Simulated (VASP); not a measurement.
## VASP 6.6.1 run: CaF2

INCAR

```
ALGO = Normal
LWAVE = .FALSE.
NELM = 120
EDIFF = 1E-7
NBANDS = 19
ISMEAR = 0
LREAL = .FALSE.
LCHARG = .FALSE.
IBRION = -1
ENCUT = 200
ISIF = 2
SIGMA = 0.01
PREC = Accurate
LASPH = .TRUE.
NSW = 0
METAGGA = R2SCAN
```

KPOINTS

```
KPOINTS created by Atomic Simulation Environment
0
Gamma
8 8 8
0 0 0
```

POSCAR

```
Ca F
 1.0000000000000000
     0.0000000000000000    2.6108092543999999    2.6108092543999999
     2.6108092543999999    0.0000000000000000    2.6108092543999999
     2.6108092543999999    2.6108092543999999    0.0000000000000000
 Ca  F
   1   2
Cartesian
  0.0000000000000000  0.0000000000000000  0.0000000000000000
  1.3054046271999999  1.3054046271999999  1.3054046271999999
  3.9162138816000005  3.9162138816000005  3.9162138816000005
```

The recommended PBE PAW datasets give the neutral cell 24 valence electrons.

Command

```
mpirun -np 1 vasp_std
```

Problem. Predict the outcome of this run.

Solution. It converged. Results: gap between bands v and c on the k mesh 9.09 eV; least direct gap on the k mesh 9.48 eV; pressure -302.5 GPa. Band v is the last that the valence electrons fill when counted band by band, and c is the next.

OSZICAR

```
N       E                     dE             d eps       ncg     rms          rms(c)
DAV:   1     0.917126270430E+02    0.91713E+02   -0.80647E+03  1155   0.662E+02
DAV:   2    -0.306703301370E+02   -0.12238E+03   -0.12013E+03  1249   0.236E+02
DAV:   3    -0.345913030653E+02   -0.39210E+01   -0.39043E+01  1342   0.428E+01
DAV:   4    -0.346935545541E+02   -0.10225E+00   -0.10213E+00  1440   0.594E+00
DAV:   5    -0.346974318499E+02   -0.38773E-02   -0.38771E-02  1333   0.869E-01    0.152E+01
DAV:   6    -0.245287514641E+02    0.10169E+02   -0.59253E+00  1314   0.170E+01    0.757E+00
DAV:   7    -0.246245640825E+02   -0.95813E-01   -0.15607E-01  1229   0.282E+00    0.372E+00
DAV:   8    -0.248445264529E+02   -0.21996E+00   -0.74908E-02  1135   0.252E+00    0.180E-01
DAV:   9    -0.248457714205E+02   -0.12450E-02   -0.27257E-03  1286   0.448E-01    0.104E-01
DAV:  10    -0.248466453772E+02   -0.87396E-03   -0.64505E-04  1132   0.272E-01    0.308E-02
DAV:  11    -0.248466529069E+02   -0.75297E-05   -0.11454E-04  1217   0.918E-02    0.120E-02
DAV:  12    -0.248466522512E+02    0.65576E-06   -0.41724E-06  1315   0.158E-02    0.350E-03
DAV:  13    -0.248466525452E+02   -0.29402E-06   -0.17485E-06  1182   0.878E-03    0.122E-03
DAV:  14    -0.248466524690E+02    0.76220E-07   -0.69004E-08   801   0.190E-03
   1 F= -.24846652E+02 E0= -.24846652E+02  d E =-.299809E-88
```

These settings aren't sound, so the numbers aren't properties of the crystal.

On sound settings r²SCAN gives a gap of 8.78 eV on its mesh and a pressure of 15.7 GPa for the intended cell.
